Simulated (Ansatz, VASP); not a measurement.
**Two plane-wave programs on Ag**

```
Ag
1.0
     3.08078    0.00000    0.00000
    -1.54039    2.66803    0.00000
     0.00000    0.00000    4.60539
Ag
2
Direct
  0.33333 0.66667 0.25000
  0.66667 0.33333 0.75000
```

Alike in both runs: task single point; functional PBE; k mesh 18 × 18 × 10; occupations gaussian, width 0.1 eV; no spin polarisation.

|  | VASP | Ansatz |
| --- | --- | --- |
| version | VASP 6.6.1 | Ansatz 0.2.0 |
| potentials or method | VASP PAW PBE potentials, release 64 (Ag) | scalar-relativistic, plane waves, PAW |
| plane-wave cutoff (eV) | 520 | 420 |
| valence electrons in the cell | 22 | 38 |

```csv
,VASP,Ansatz,Ansatz less VASP
gap on the k mesh at the Fermi level (eV),none,none,-
pressure (GPa),-3.7,-3.6,+0.04
largest component of the traceless stress (GPa),3.93,3.97,+0.036
```

A gap of «none» marks a metal or a gap that the smearing closes. The functional is the same, so the differences come from potentials, cutoffs and numerics. The two sets of potentials don't hold the same shells in valence.
